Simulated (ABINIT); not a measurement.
Crystal: Tc.

```
Tc
1.0
     0.00000    1.95000    1.95000
     1.95000    0.00000    1.95000
     1.95000    1.95000    0.00000
Tc
1
Cartesian
  0.0000 0.0000 0.0000
```

This isn't the form of Tc at room conditions, which is hcp.

- Program: ABINIT 10.8.3 (patched build)
- Task: single point
- Functional: PBE
- Potentials or basis: JTH PAW PBE v2.0
- Cutoff: 463 eV
- k mesh: 12 × 12 × 12
- Occupations: fermi-dirac, width 0.05 eV
- Spin: no spin polarisation

On this cell: pressure -7.0 GPa; band gap on the k mesh none (metal or under the smearing width).

The same run follows on a disturbed copy (cell strained at random at fixed volume):

```
CELL_PARAMETERS angstrom
0.04787 1.96905 1.97138
2.00713 0.03456 1.98470
1.97312 1.94836 0.06856
ATOMIC_POSITIONS crystal
Tc 0.99325 0.99319 0.03631
```

**Question.** What changes?

**Answer.** The energy (extrapolated to zero smearing) moves by +20.4 meV/atom; pressure -6.4 GPa; band gap on the k mesh none (metal or under the smearing width).

Stress tensor (GPa, compression positive):
```
-8.12 -0.70 -6.73
-0.70 -5.71 -4.92
-6.73 -4.92 -5.34
```
